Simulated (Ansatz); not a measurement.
Start from BaSnO3 in the cubic perovskite structure (space group Pm-3m, No. 221; a = 4.1219 Å).

Modification: every lattice vector is shortened by 1.47 %; the atoms relax in the strained cell.

Levels (all Ansatz, a first-principles code, PAW): PBEsol (420 eV, without spin-orbit coupling); r2SCAN (500 eV, no spin-orbit coupling).

The geometry is relaxed with PBEsol.

```
Quantity                       Result
--------------------  ---------------
PBEsol band gap               1.42 eV
PBEsol gap character  indirect, R → Γ
PBEsol pressure             75.0 kbar
```

**Question.** What does r2SCAN give at this geometry for the band gap, gap character and pressure?

**Answer.** The band gap goes up by 0.83 eV to 2.25 eV; the gap character remains indirect, R → Γ; the pressure grows by 16.7 kbar (75.0 kbar → 91.7 kbar).

Single points use the geometry relaxed with PBEsol. Their cutoffs differ, which shifts pressures a little. Whether these cells are dynamically stable was not tested.
